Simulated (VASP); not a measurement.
## LiCl in VASP 6.6.1, single-point calculation

INCAR

```
ISIF = 2
NELM = 70
SIGMA = 0.02
NBANDS = 18
LREAL = .FALSE.
LCHARG = .FALSE.
IBRION = -1
NSW = 0
ENCUT = 80
PREC = Accurate
GGA = PE
LWAVE = .FALSE.
ISMEAR = -1
EDIFF = 1E-7
LASPH = .TRUE.
```

KPOINTS

```
KPOINTS created by Atomic Simulation Environment
0
Gamma
12 12 4
0 0 0
```

POSCAR

```
Li Cl
 1.0000000000000000
     3.8937403927024352    0.0000000000000000   -0.0000000000000000
    -1.9468701963512176    3.3720780958219057    0.0000000000000000
    -0.0000000000000000   -0.0000000000000000    6.2258774254657476
 Li  Cl
   2   2
Cartesian
  1.9468701963512176  1.1240260319406350  5.4667944935873090
 -0.0000000000000000  2.2480520638812700  2.3538557808544356
  1.9468701963512176  1.1240260319406350  3.0937931923055180
 -0.0000000000000000  2.2480520638812700  6.2067319050383922
```

The recommended PBE PAW datasets give the neutral cell 20 valence electrons.

Command

```
mpirun -np 1 vasp_std
```

OSZICAR

```
N       E                     dE             d eps       ncg     rms          rms(c)
DAV:   1    -0.335520204883E+02   -0.33552E+02   -0.33633E+03  2218   0.356E+02
DAV:   2    -0.729927842009E+02   -0.39441E+02   -0.38799E+02  2492   0.101E+02
DAV:   3    -0.739922568068E+02   -0.99947E+00   -0.99815E+00  2520   0.164E+01
DAV:   4    -0.739964182635E+02   -0.41615E-02   -0.41610E-02  2516   0.978E-01
DAV:   5    -0.739964642974E+02   -0.46034E-04   -0.46034E-04  2358   0.804E-02    0.180E+02
DAV:   6    -0.698557973279E+02    0.41407E+01   -0.29591E+00  2122   0.835E+00    0.109E+02
DAV:   7    -0.691138214183E+02    0.74198E+00   -0.15484E+00  2058   0.652E+00    0.888E+00
DAV:   8    -0.690609918712E+02    0.52830E-01   -0.70510E-02  2266   0.131E+00    0.228E+00
DAV:   9    -0.690596574866E+02    0.13344E-02   -0.12506E-02  2414   0.499E-01    0.270E-01
DAV:  10    -0.690599151579E+02   -0.25767E-03   -0.60214E-04  2204   0.114E-01    0.140E-01
DAV:  11    -0.690598951538E+02    0.20004E-04   -0.26835E-05  2460   0.247E-02    0.869E-03
DAV:  12    -0.690598929003E+02    0.22534E-05   -0.47526E-06  2230   0.963E-03    0.205E-02
DAV:  13    -0.690598898315E+02    0.30689E-05   -0.72595E-07  2224   0.398E-03    0.192E-03
DAV:  14    -0.690598899081E+02   -0.76652E-07   -0.16602E-08  1572   0.602E-04
   1 F= -.69059890E+02 E0= -.69059890E+02  d E =-.203962E-11
```

From OUTCAR

```
k-points           NKPTS =     57   k-points in BZ     NKDIM =     57   number of bands    NBANDS=     18

   NELECT =      20.0000    total number of electrons

   dimension x,y,z NGX =    12 NGY =   12 NGZ =   18
   dimension x,y,z NGXF=    24 NGYF=   24 NGZF=   36

  energy-cutoff  :       80.00
  volume of cell :       81.75
      direct lattice vectors                 reciprocal lattice vectors
     3.893740393  0.000000000  0.000000000     0.256822464  0.148276518  0.000000000
    -1.946870196  3.372078096  0.000000000     0.000000000  0.296553037  0.000000000
     0.000000000  0.000000000  6.225877425     0.000000000  0.000000000  0.160619931

 k-points in reciprocal lattice and weights: KPOINTS created by Atomic Simulation Env
   0.00000000  0.00000000  0.00000000       0.002
   0.08333333  0.00000000  0.00000000       0.010
   0.16666667  0.00000000  0.00000000       0.010
   0.25000000  0.00000000  0.00000000       0.010
   0.33333333  0.00000000  0.00000000       0.010
   0.41666667  0.00000000  0.00000000       0.010
   0.50000000  0.00000000  0.00000000       0.005
   0.08333333  0.08333333  0.00000000       0.010
   ...

 E-fermi :   0.3851

 k-point     1 :       0.0000    0.0000    0.0000
  band No.  band energies     occupation
      1     -46.9912      2.00000
      2     -46.6009      2.00000
      3     -16.1347      2.00000
      4     -16.0931      2.00000
      5      -2.9522      2.00000
      6      -0.8242      2.00000
      7      -0.8240      2.00000
      8      -0.2662      2.00000
      9      -0.0707      2.00000
     10      -0.0707      2.00000
     11       5.8805      0.00000
     12       8.5502      0.00000
     13       9.7675      0.00000
     14       9.7690      0.00000
     15      10.2854      0.00000
     16      10.8110      0.00000
     17      10.8124      0.00000
     18      11.2467      0.00000

 k-point     2 :       0.0833    0.0000    0.0000
  band No.  band energies     occupation
      1     -46.9772      2.00000
      2     -46.5859      2.00000
      3     -16.1274      2.00000
      4     -16.0810      2.00000
      5      -2.9246      2.00000
      6      -0.8717      2.00000
      7      -0.8520      2.00000
      8      -0.2805      2.00000
      9      -0.1718      2.00000
     10      -0.0895      2.00000
     11       5.9858      0.00000
     12       8.6281      0.00000
     13       9.8402      0.00000
     14       9.8893      0.00000
     15      10.3107      0.00000
     16      10.4190      0.00000
     17      10.9511      0.00000
     18      11.6750      0.00000

 k-point     3 :       0.1667    0.0000    0.0000
  band No.  band energies     occupation
      1     -46.7407      2.00000
      2     -46.5326      2.00000
      3     -16.0741      2.00000
      4     -15.9442      2.00000
      5      -2.4873      2.00000
      6      -0.8381      2.00000
      7      -0.8316      2.00000
      8      -0.3925      2.00000
      9      -0.3357      2.00000
     10      -0.1372      2.00000
     11       6.2720      0.00000
     12       8.8419      0.00000
     13       9.6289      0.00000
     14      10.1236      0.00000
     15      10.2146      0.00000
     16      10.7060      0.00000
     17      11.3438      0.00000
     18      11.5094      0.00000

 ...

  Total      -60.5205320    -60.5205320    -60.9879559      0.0000000     -0.0000000      0.0000000
  in kB    -1186.1732794  -1186.1732794  -1195.3345624      0.0000000     -0.0000000      0.0000000
  external PRESSURE =   -1189.2270404 kB  Pullay stress =       0.0000000 kB

 POSITION                                       TOTAL-FORCE (eV/Angst)
 -----------------------------------------------------------------------------------
      1.94687      1.12403      5.46679         0.000000      0.000000      0.035451
      0.00000      2.24805      2.35386        -0.000000     -0.000000      0.035451
      1.94687      1.12403      3.09379         0.000000     -0.000000     -0.035451
      0.00000      2.24805      6.20673        -0.000000      0.000000     -0.035451
 -----------------------------------------------------------------------------------
    total drift:                               -0.000128     -0.000222     -0.036008

  FREE ENERGIE OF THE ION-ELECTRON SYSTEM (eV)
  ---------------------------------------------------
  free  energy   TOTEN  =       -69.0598899081 eV

  energy  without entropy=      -69.0598899081  energy(sigma->0) =      -69.05988991
```

It converged. Results: gap between bands v and c on the k mesh 5.95 eV; least direct gap on the k mesh 5.95 eV; pressure -118.9 GPa; largest force 0.04 eV/Å. Band v is the last that the valence electrons fill when counted band by band, and c is the next.

These settings aren't sound, so the numbers aren't properties of the crystal.

The fault: cutoff far too low.

On sound settings PBE gives a gap of 6.03 eV on its mesh and a pressure of 0.6 GPa for the intended cell. This run's energy (σ→0) differs from it by -13548 meV an atom.

The run took about 4.5 s on one core of a shared host (Intel Xeon Platinum 8488C) and held 0.11 GiB at most.
